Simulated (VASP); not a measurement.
# ZnSe (Stilleite) (F-43m) in VASP: further runs, part 2 of 3

VASP 6.6.1. The steps go on from the part before.

## (3) Phonons, LDA, target pressure -1.5 GPa, at which the enthalpy is minimised

POSCAR reads:

```
ZnSe
1.0
    0.0000000000      2.7882745086      2.7882745086
    2.7882745086      0.0000000000      2.7882745086
    2.7882745086      2.7882745086      0.0000000000
  Zn              Se
     1     1
Direct
     0.0000000000000000    0.0000000000000000    0.0000000000000000
     0.2500000000000000    0.2500000000000000    0.2500000000000000
```

INCAR.step1 reads:

```
SYSTEM = ZnSe
PREC     = Accurate       ! precision mode
ENCUT    = 600            ! plane-wave cutoff, eV
EDIFF    = 1E-8           ! SCF threshold, eV
ISMEAR   = 0              ! smearing method
SIGMA    = 0.03           ! smearing width, eV
LREAL    = .FALSE.        ! projectors in reciprocal space
LASPH    = .TRUE.         ! aspherical terms in the spheres
NELM     = 80             ! most SCF steps
ALGO     = Fast           ! electronic algorithm
ISIF     = 3              ! what is computed and relaxed
LWAVE    = .FALSE.        ! write WAVECAR
LCHARG   = .FALSE.        ! write CHGCAR
PSTRESS  = -15.0        
IBRION   = 2              ! ionic algorithm
NSW      = 40             ! ionic steps
EDIFFG   = -0.002         ! ionic threshold
```

INCAR.step2 reads:

```
SYSTEM = ZnSe
PREC     = Accurate       ! precision mode
ENCUT    = 600            ! plane-wave cutoff, eV
EDIFF    = 1E-8           ! SCF threshold, eV
ISMEAR   = 0              ! smearing method
SIGMA    = 0.03           ! smearing width, eV
LREAL    = .FALSE.        ! projectors in reciprocal space
LASPH    = .TRUE.         ! aspherical terms in the spheres
NELM     = 80             ! most SCF steps
ALGO     = Fast           ! electronic algorithm
ISIF     = 2              ! what is computed and relaxed
LWAVE    = .FALSE.        ! write WAVECAR
LCHARG   = .FALSE.        ! write CHGCAR
PSTRESS  = -15.0        
IBRION   = 6              ! ionic algorithm
NFREE    = 2            
POTIM    = 0.015          ! step
NSW      = 1              ! ionic steps
```

KPOINTS reads:

```
Automatic mesh
0
G
  8 8 8
  0 0 0
```

Potentials or basis: VASP PAW LDA potentials, release 64 (Zn, Se).

On the command line:

```
$ cat potpaw_LDA.64/Zn/POTCAR potpaw_LDA.64/Se/POTCAR > POTCAR
$ cp INCAR.step1 INCAR
$ mpirun -np 1 vasp_std > vasp.out
$ cp CONTCAR POSCAR
$ cp INCAR.step2 INCAR
$ mpirun -np 1 vasp_std > vasp.out
```

OUTCAR:

```text
SYSTEM = ZnSe
   PREC = Accurate
   ENCUT = 600
   EDIFF = 1E-8
   ISMEAR = 0
   LREAL = .FALSE.
   LASPH = .TRUE.
   NELM = 80
   ISIF = 2
   PSTRESS = -15.0
   IBRION = 6
   NFREE = 2
   POTIM = 0.015
   NSW = 1

 ion  position               nearest neighbor table
   1  0.000  0.000  0.000-   2 2.43   2 2.43   2 2.43   2 2.43
   2  0.250  0.250  0.250-   1 2.43   1 2.43   1 2.43   1 2.43

  LATTYP: Found a face centered cubic cell.
 ALAT       =     5.6175423650

  Lattice vectors:

 A1 = (   0.0000000000,   2.8087711825,   2.8087711825)
 A2 = (   2.8087711825,   0.0000000000,   2.8087711825)
 A3 = (   2.8087711825,   2.8087711825,   0.0000000000)

Analysis of symmetry for initial positions (statically):
=====================================================================
 Subroutine PRICEL returns:
 Original cell was already a primitive cell.

 Routine SETGRP: Setting up the symmetry group for a
 face centered cubic supercell.

 Subroutine GETGRP returns: Found 24 space group operations
 (whereof 24 operations were pure point group operations)
 out of a pool of 48 trial point group operations.

The static configuration has the point symmetry T_d .

Analysis of symmetry for dynamics (positions and initial velocities):
=====================================================================
 Subroutine PRICEL returns:
 Original cell was already a primitive cell.

 Routine SETGRP: Setting up the symmetry group for a
 face centered cubic supercell.

 Subroutine GETGRP returns: Found 24 space group operations
 (whereof 24 operations were pure point group operations)
 out of a pool of 48 trial point group operations.

The dynamic configuration has the point symmetry T_d .

 Subroutine INISYM returns: Found 24 space group operations
 (whereof 24 operations are pure point group operations),
 and found     1 'primitive' translations

----------------------------------------------------------------------------------------

                                     Primitive cell

  volume of cell :      44.3179

  direct lattice vectors                    reciprocal lattice vectors
     0.000000000  2.808771182  2.808771182    -0.178013789  0.178013789  0.178013789
     2.808771182  0.000000000  2.808771182     0.178013789 -0.178013789  0.178013789
     2.808771182  2.808771182  0.000000000     0.178013789  0.178013789 -0.178013789

  length of vectors
     3.972202300  3.972202300  3.972202300     0.308328927  0.308328927  0.308328927

  position of ions in fractional coordinates (direct lattice)
     0.000000000  0.000000000  0.000000000
     0.250000000  0.250000000  0.250000000

  ion indices of the primitive-cell ions
   primitive index   ion index
                 1           1
                 2           2

----------------------------------------------------------------------------------------
[... 105 lines left out ...]
  energy-cutoff  :      600.00
  volume of cell :       44.32
 maximum number of plane-waves:      1494
   NGX = 15   NGY = 15   NGZ = 15

--------------------------------------- Ionic step        1  -------------------------------------------

 number of electron      17.9999985 magnetization

 Free energy of the ion-electron system (eV)
  ---------------------------------------------------
  ext. energy  EPLUGINS =         0.00000000
  ---------------------------------------------------
  free energy    TOTEN  =        -7.36746768 eV

  energy without entropy =       -7.36746768  energy(sigma->0) =       -7.36746768

------------------------ aborting loop because EDIFF is reached ----------------------------------------

  FORCE on cell =-STRESS in cart. coord.  units (eV):
  Direction    XX          YY          ZZ          XY          YZ          ZX
  --------------------------------------------------------------------------------------
  -------------------------------------------------------------------------------------
  Total       -0.4155195     -0.4155195     -0.4155195      0.0000000     -0.0000000      0.0000000
  in kB      -15.0218327    -15.0218327    -15.0218327      0.0000000     -0.0000000      0.0000000
  external PRESSURE =      -0.0218327 kB  Pullay stress =     -15.0000000 kB
[... 139 lines left out ...]
--------------------------------------- Ionic step        5  -------------------------------------------

 number of electron      17.9999985 magnetization

 Free energy of the ion-electron system (eV)
  ---------------------------------------------------
  ext. energy  EPLUGINS =         0.00000000
  ---------------------------------------------------
  free energy    TOTEN  =        -7.36681438 eV

  energy without entropy =       -7.36681438  energy(sigma->0) =       -7.36681438

 E-fermi :   1.9346     XC(G=0):  -9.8174

 val. band max:        1.7621156667   @ k =   0.0000   0.0000   0.0000
 cond. band min:       2.9223021830   @ k =   0.0000   0.0000   0.0000
 fundamental gap:      1.1601865163
 Fermi energy:         1.9345969773

 k-point     1 :       0.0000    0.0000    0.0000
  band No.  band energies     occupation
      1     -11.7191      2.00000
      2      -5.0423      2.00000
      3      -5.0334      2.00000
      4      -5.0245      2.00000
      5      -4.6502      2.00000
      6      -4.6501      2.00000
      7       1.7262      2.00000
      8       1.7449      2.00000
      9       1.7621      2.00000
     10       2.9223      0.00000
     11       7.4264      0.00000
     12       7.4381      0.00000
     13       7.4515      0.00000
[... 354 lines left out ...]
  band No.  band energies     occupation
      1     -10.7359      2.00000
      2      -4.9248      2.00000
      3      -4.8813      2.00000
      4      -4.6867      2.00000
      5      -4.6439      2.00000
      6      -4.4265      2.00000
      7      -3.3818      2.00000
      8      -0.8074      2.00000
      9       0.2063      2.00000
     10       5.9289      0.00000
     11       7.1458      0.00000
     12       9.1062      0.00000
     13      10.3597      0.00000

 [... further k-points ...]
[... 5 lines left out ...]
  --------------------------------------------------------------------------------------
  -------------------------------------------------------------------------------------
  Total       -0.4134603     -0.4117153     -0.4117153      0.0000000      0.0826485      0.0000000
  in kB      -14.9473867    -14.8843015    -14.8843015      0.0000000      2.9879029      0.0000000
  external PRESSURE =       0.0946701 kB  Pullay stress =     -15.0000000 kB
[... 21 lines left out ...]
  energy  without entropy=       -7.3668143846  energy(sigma->0) =       -7.36681438

  enthalpy is  TOTEN    =        -7.7817299757 eV   P V=       -0.4149155911

 INTERNAL STRAIN TENSORS FROM DISPLACED ATOMS
 ============================================

 INTERNAL STRAIN TENSOR FOR ION    1 for displacements in x,y,z  (eV/Angst):
          X           Y           Z          XY          YZ          ZX
  --------------------------------------------------------------------------------
  x    -0.00000     0.00000    -0.00000     0.00000     5.51015     0.00000
  y     0.00000     0.00000     0.00000     0.00000     0.00000     5.51015
  z     0.00000     0.00000     0.00000     5.51015     0.00000     0.00000

 INTERNAL STRAIN TENSOR FOR ION    2 for displacements in x,y,z  (eV/Angst):
          X           Y           Z          XY          YZ          ZX
  --------------------------------------------------------------------------------
  x    -0.00000     0.00000     0.00000     0.00000    -5.51261     0.00000
  y     0.00000     0.00000    -0.00000     0.00000     0.00000    -5.51261
  z     0.00000    -0.00000     0.00000    -5.51261     0.00000     0.00000

 Eigenvectors and eigenvalues of the dynamical matrix
 ----------------------------------------------------

   1 f  =    6.286366 THz    39.498404 2PiTHz  209.690609 cm-1    25.998310 meV
             X         Y         Z           dx          dy          dz
      0.000000  0.000000  0.000000     0.000000    0.738057    0.000000
      1.404386  1.404386  1.404386     0.000000   -0.674738    0.000000
[... 21 lines left out ...]
   6 f/i=    0.014366 THz     0.090266 2PiTHz    0.479208 cm-1     0.059414 meV
             X         Y         Z           dx          dy          dz
      0.000000  0.000000  0.000000     0.663869   -0.120598    0.002358
      1.404386  1.404386  1.404386     0.726168   -0.131916    0.002580

 ELASTIC MODULI CONTR FROM IONIC RELAXATION (kBar)
 Direction    XX          YY          ZZ          XY          YZ          ZX
 --------------------------------------------------------------------------------
 XX          -0.0000     -0.0000     -0.0000      0.0000      0.0000     -0.0000
 YY          -0.0000     -0.0000      0.0000     -0.0000     -0.0000     -0.0000
 ZZ          -0.0000      0.0000     -0.0000     -0.0000      0.0000     -0.0000
 XY           0.0000     -0.0000      0.0000   -189.7856     -0.0000     -0.0000
 YZ           0.0000     -0.0000      0.0000     -0.0000   -189.7856     -0.0000
 ZX          -0.0000     -0.0000     -0.0000     -0.0000     -0.0000   -189.7856
 --------------------------------------------------------------------------------
```

It took 80 s on 1 thread of Intel Xeon 6975P-C (Granite Rapids), shared host; peak memory 0.25 GiB.

What came out:

```
Relaxed volume                                          : 22.16 Å³/atom
Relaxed cell                                            : a = 3.972 Å, b = 3.972 Å, c = 3.972 Å, α = 60.00°, β = 60.00°, γ = 60.00°
Space group after relaxing (to 0.05 Å)                  : F-43m (No. 216)
Highest phonon frequency at Γ, LO-TO splitting left out : 210 cm⁻¹
```

Step by step:
| step | energy change (eV) | largest force (eV/Å) | pressure (GPa) | volume (Å³) |
| --- | --- | --- | --- | --- |
| 1 | 0.0000 | 0.0000 | -0.02 | 43.35 |
| 2 | 0.0080 | 0.0000 | -1.95 | 44.63 |
| 3 | 0.0046 | 0.0000 | -1.48 | 44.32 |
| 4 | 0.0048 | 0.0000 | -1.52 | 44.34 |
| 5 | 0.0046 | 0.0000 | -1.50 | 44.32 |

Final structure:
```
CELL_PARAMETERS angstrom
0.00000 2.80877 2.80877
2.80877 0.00000 2.80877
2.80877 2.80877 0.00000
ATOMIC_POSITIONS crystal
Zn 0.00000 0.00000 0.00000
Se 0.25000 0.25000 0.25000
```

Phonon frequencies in cm⁻¹ (negative: imaginary):
```
              q point        frequencies
(0.000, 0.000, 0.000)  0 0 0 210 210 210
```

## (4) Dielectric tensor, LDA

This run uses another cell than the first one, of 22.16 Å³/atom, 1.023 times its volume.

INCAR reads:

```
SYSTEM = ZnSe
PREC     = Accurate       ! precision mode
ENCUT    = 600            ! plane-wave cutoff, eV
EDIFF    = 1E-8           ! SCF threshold, eV
ISMEAR   = 0              ! smearing method
SIGMA    = 0.03           ! smearing width, eV
LREAL    = .FALSE.        ! projectors in reciprocal space
LASPH    = .TRUE.         ! aspherical terms in the spheres
NELM     = 80             ! most SCF steps
ALGO     = Fast           ! electronic algorithm
ISIF     = 2              ! what is computed and relaxed
LWAVE    = .FALSE.        ! write WAVECAR
LCHARG   = .FALSE.        ! write CHGCAR
LEPSILON = .TRUE.         ! dielectric tensor by DFPT
```

KPOINTS reads:

```
Automatic mesh
0
Monkhorst
  14 14 14
  0 0 0
```

POSCAR reads:

```
ZnSe                                    
1.0
    0.0000000000      2.8087711825      2.8087711825
    2.8087711825      0.0000000000      2.8087711825
    2.8087711825      2.8087711825      0.0000000000
  Zn              Se            
     1     1
Direct
     0.0000000000000000    0.0000000000000000    0.0000000000000000
     0.2500000000000000    0.2500000000000000    0.2500000000000000
```

Potentials or basis: VASP PAW LDA potentials, release 64 (Zn, Se).

On the command line:

```
$ cat potpaw_LDA.64/Zn/POTCAR potpaw_LDA.64/Se/POTCAR > POTCAR
$ mpirun -np 1 vasp_std > vasp.out
```

OUTCAR:

```text
SYSTEM = ZnSe
   PREC = Accurate
   ENCUT = 600
   EDIFF = 1E-8
   ISMEAR = 0
   LREAL = .FALSE.
   LASPH = .TRUE.
   NELM = 80
   ISIF = 2
   LEPSILON = .TRUE.

 ion  position               nearest neighbor table
   1  0.000  0.000  0.000-   2 2.43   2 2.43   2 2.43   2 2.43
   2  0.250  0.250  0.250-   1 2.43   1 2.43   1 2.43   1 2.43

  LATTYP: Found a face centered cubic cell.
 ALAT       =     5.6175423650

  Lattice vectors:

 A1 = (   0.0000000000,   2.8087711825,   2.8087711825)
 A2 = (   2.8087711825,   0.0000000000,   2.8087711825)
 A3 = (   2.8087711825,   2.8087711825,   0.0000000000)

Analysis of symmetry for initial positions (statically):
=====================================================================
 Subroutine PRICEL returns:
 Original cell was already a primitive cell.

 Routine SETGRP: Setting up the symmetry group for a
 face centered cubic supercell.

 Subroutine GETGRP returns: Found 24 space group operations
 (whereof 24 operations were pure point group operations)
 out of a pool of 48 trial point group operations.

The static configuration has the point symmetry T_d .

Analysis of symmetry for dynamics (positions and initial velocities):
=====================================================================
 Subroutine PRICEL returns:
 Original cell was already a primitive cell.

 Routine SETGRP: Setting up the symmetry group for a
 face centered cubic supercell.

 Subroutine GETGRP returns: Found 24 space group operations
 (whereof 24 operations were pure point group operations)
 out of a pool of 48 trial point group operations.

[... 562 lines left out ...]
  free  energy   TOTEN  =        -7.3684764031 eV

  energy  without entropy=       -7.3684764031  energy(sigma->0) =       -7.36847640

 HEAD OF MICROSCOPIC STATIC DIELECTRIC TENSOR (INDEPENDENT PARTICLE, excluding Hartree and local field effects)
 ------------------------------------------------------
           8.026539     0.000000    -0.000000
           0.000000     8.026539     0.000000
          -0.000000     0.000000     8.026539
 ------------------------------------------------------

 Free energy of the ion-electron system (eV)
  ---------------------------------------------------
  ---------------------------------------------------
  free energy    TOTEN  =        -0.84257304 eV

  energy without entropy =       -0.84257304

------------------------ aborting loop because EDIFF is reached ----------------------------------------

--------------------------------------- Ionic step        2  -------------------------------------------

------------------------ aborting loop because EDIFF is reached ----------------------------------------

--------------------------------------- Ionic step        3  -------------------------------------------

 Free energy of the ion-electron system (eV)
  ---------------------------------------------------
  ---------------------------------------------------
  free energy    TOTEN  =        -0.84257613 eV

  energy without entropy =       -0.84257613

------------------------ aborting loop because EDIFF is reached ----------------------------------------

 PIEZOELECTRIC TENSOR FIELD DIRECTION 3  (e Angst)
 -----------------------------------------------------------------------------
     0.00026 -1.91608  0.00000           (  0.00000  0.02079  0.00000)
    -1.91608  0.00026  0.00000           (  0.02079  0.00000  0.00000)
     0.00000  0.00000 -0.00184           (  0.00000  0.00000  0.00000)

 PIEZOELECTRIC TENSOR FIELD DIRECTION 3  (C/m^2)
 -----------------------------------------------------------------------------
     0.00009 -0.69270  0.00000
    -0.69270  0.00009  0.00000
     0.00000  0.00000 -0.00067

 MACROSCOPIC STATIC DIELECTRIC TENSOR (including local field effects in DFT)
 ------------------------------------------------------
           7.501617    -0.000000     0.000000
           0.000000     7.501617     0.000000
          -0.000000     0.000000     7.501617
 ------------------------------------------------------

 PIEZOELECTRIC TENSOR (including local field effects)  for field in x, y, z        (e  Angst)
          XX          YY          ZZ          XY          YZ          ZX
  --------------------------------------------------------------------------------
  x     0.00000     0.00000     0.00000    -0.00000    -1.91931    -0.00000
  y    -0.00000     0.00000    -0.00000     0.00000     0.00000    -1.91931
  z     0.00000    -0.00000     0.00000    -1.91931    -0.00000    -0.00000

 PIEZOELECTRIC TENSOR (including local field effects)  for field in x, y, z        (C/m^2)
          XX          YY          ZZ          XY          YZ          ZX
  --------------------------------------------------------------------------------
  x     0.00000     0.00000     0.00000    -0.00000    -0.69387    -0.00000
  y    -0.00000     0.00000    -0.00000     0.00000     0.00000    -0.69387
  z     0.00000    -0.00000     0.00000    -0.69387    -0.00000    -0.00000

 BORN EFFECTIVE CHARGES (including local field effects) (in |e|, cummulative output)
 ---------------------------------------------------------------------------------
 ion    1
    1     2.00831     0.00000     0.00000
    2     0.00000     2.00831     0.00000
    3     0.00000     0.00000     2.00831
 ion    2
    1    -2.00831     0.00000     0.00000
    2     0.00000    -2.00831     0.00000
    3     0.00000     0.00000    -2.00831
```

stdout:

```text
POSCAR found type information on POSCAR ZnSe
 POSCAR found :  2 types and       2 ions
 scaLAPACK will be used
 LDA part: xc-table for (Slater(with rela. corr.)+CA(PZ))
 , standard interpolation
 -----------------------------------------------------------------------------
[... 39 lines left out ...]
 dielectric tensor                  component  3 :     0.055    -1.782     6.133
 Linear response to external field, progress :
  Direction:   1
 dielectric tensor                  component  1 :     7.502     0.321    -0.000
 Linear response to external field, progress :
  Direction:   2
 dielectric tensor                  component  2 :    -0.000     7.502    -0.371
 Linear response to external field, progress :
  Direction:   3
 dielectric tensor                  component  3 :     0.505    -0.024     7.502
 Born effective charges drift removed
```

Wall time 21 min (1 thread of Intel Xeon 6975P-C (Granite Rapids), shared host); peak memory 2.2 GiB.

What came out:

```
Electronic dielectric tensor (diagonal) : 7.50
Born charges (mean of the diagonal)     : Zn +2.01; Se -2.01 e
```

Electronic dielectric tensor:
```
7.50 0.00 0.00
0.00 7.50 0.00
0.00 0.00 7.50
```

Born effective charge tensors (e):
atom 1, Zn
```
2.01 0.00 0.00
0.00 2.01 0.00
0.00 0.00 2.01
```
atom 2, Se
```
-2.01  0.00  0.00
 0.00 -2.01  0.00
 0.00  0.00 -2.01
```

(Continued in part 3 of 3.)
